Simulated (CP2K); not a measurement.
Runs of CP2K 2026.2 on WC. Symmetry: Fm-3m, No. 225, cubic system. Conventional cell: a = 4.385 Å, b = 4.385 Å, c = 4.385 Å, α = 90.00°, β = 90.00°, γ = 90.00°. Around W (site symmetry m-3m) lie 6 C at 2.19 Å. Around C (site symmetry m-3m) lie 6 W at 2.19 Å. Measurements of this composition are mostly on another form, of space group No. 187.

| task | level | potentials or basis | cell | smearing | EPS_DEFAULT | NGRIDS | CUTOFF of the grids | points a segment of the path (NPOINTS) | bands added on the path | gap on the mesh (eV) | pressure (GPa) | V0 of scaled cells (Å³/atom) | B0 (GPa) |
| --- | --- | --- | --- | --- | --- | --- | --- | --- | --- | --- | --- | --- | --- |
| equation of state | PBEsol | POTENTIAL_UZH W GTH-PBE-q14, C GTH-PBE-q4; TZVP-MOLOPT-PBE-GTH basis | as given | fermi-dirac 0.05 eV | 1.0E-10 | 5 | 450 Ry | - | - | - | - | 10.21 | (b) |
| equation of state | r2SCAN | POTENTIAL_UZH W GTH-SCAN-q14, C GTH-SCAN-q4; TZVP-MOLOPT-SCAN-GTH basis | as given | fermi-dirac 0.05 eV | 1.0E-9 | 4 | 675 Ry | - | - | - | - | 10.26 | 384 |
| band structure | LDA | GTH_POTENTIALS W GTH-PADE-q14, C GTH-PADE-q4; TZVP-MOLOPT-PBE-GTH basis | as given | fermi-dirac 0.01 eV | 1.0E-9 | 5 | 450 Ry | 10 | 6 | none | -117.3 | - | - |
| single point | PBEsol | POTENTIAL_UZH W GTH-PBE-q14, C GTH-PBE-q4; TZVP-MOLOPT-PBE-GTH basis | as given | fermi-dirac 0.05 eV | 1.0E-10 | 5 | 450 Ry | - | - | none | (a) | - | - |
| single point | PBEsol | POTENTIAL_UZH W GTH-PBE-q14, C GTH-PBE-q4; TZVP-MOLOPT-PBE-GTH basis | atoms moved at random, drawn with an rms of 0.05 Å | fermi-dirac 0.05 eV | 1.0E-10 | 4 | 450 Ry | - | - | none | -9.6 | - | - |
| band structure | PBEsol | POTENTIAL_UZH W GTH-PBE-q14, C GTH-PBE-q4; TZVP-MOLOPT-PBE-GTH basis | as given | fermi-dirac 0.0259 eV | 1.0E-9 | 4 | 450 Ry | 8 | 4 | none | -11.7 | - | - |

Alike in all rows: no spin polarisation; k mesh 10 × 10 × 10.

**Question.** Fill in the values left out.

**Answer.** (a) -11.6; (b) 389.

Caveats: the basis of atomic orbitals isn't converged, which shifts pressures, moduli and gaps; the potentials were made for another functional, which shifts forces and pressure (some runs); spin-orbit coupling is left out, which moves the levels of the heavy elements (some runs); a pressure of tens of GPa on the cell as given is suspect, and the run, the potentials or the cell itself is likely at fault (some runs).

A k mesh can miss the band edges, and the runs leave out spin-orbit coupling on W.

A gap of «none» marks a metal or a gap under the smearing width.
